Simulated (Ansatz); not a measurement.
# Li: the cost of one run

Computed with Ansatz 0.2.0 (DFT PBE, scalar-relativistic, plane waves, PAW, unless a step's input says otherwise).

## (1) The system as given

It takes space group Pm-3n (No. 223, cubic). The conventional cell has a = 5.453 Å, b = 5.453 Å, c = 5.453 Å, α = 90.00°, β = 90.00°, γ = 90.00°. Li (site symmetry m-3) has 12 Li at 3.05 Å as nearest neighbours. Li (site symmetry -4m2) is surrounded by 6 Li at 2.73 to 3.05 Å.

As a file:

```xyz
8
Lattice="5.4530 0.0000 0.0000 0.0000 5.4530 0.0000 0.0000 0.0000 5.4530" Properties=species:S:1:pos:R:3 pbc="T T T"
Li    2.7265    2.7265    2.7265
Li    0.0000    0.0000    0.0000
Li    1.3632    0.0000    2.7265
Li    2.7265    1.3632    0.0000
Li    2.7265    4.0897    0.0000
Li    4.0897    0.0000    2.7265
Li    0.0000    2.7265    4.0897
Li    0.0000    2.7265    1.3632
```

The start is the relaxed end of an invented cell (made as: random cell by space group and Wyckoff sites (Pmmm, No. 47)), taken up again for a closer look.

## (2) Probe: one point on a coarse mesh

input.yaml

```yaml
crystal:
  lattice:
    - [5.4529986, 0.0, 0.0]
    - [0.0, 5.4529986, 0.0]
    - [0.0, 0.0, 5.4529986]
  atoms:
    - { symbol: Li, position: [0.5, 0.5, 0.5] }
    - { symbol: Li, position: [0.0, 0.0, 0.0] }
    - { symbol: Li, position: [0.25, 0.0, 0.5] }
    - { symbol: Li, position: [0.5, 0.25, 0.0] }
    - { symbol: Li, position: [0.5, 0.75, 0.0] }
    - { symbol: Li, position: [0.75, 0.0, 0.5] }
    - { symbol: Li, position: [0.0, 0.5, 0.75] }
    - { symbol: Li, position: [0.0, 0.5, 0.25] }
basis:
  ecutwfc: 420
kpoints:
  mp_grid: { grid: [4, 4, 4] }
hamiltonian:
  xc: pbe
scf:
  occupations: { method: gaussian, width: 0.1 }
  lower_state_search: "off"
output:
  forces: true
  stress: true
  eigenvalues: true
```

Run with:

```bash
$ ansatz run input.yaml --threads 4 --pin off --max-ram 8192MiB --backend cpu --events-out ev --progress --plain --runs-dir out
```

What time and memory should one allow on 4 threads of Arm Neoverse V1, shared host?

About 1.2 s, with a peak of 0.39 GiB.
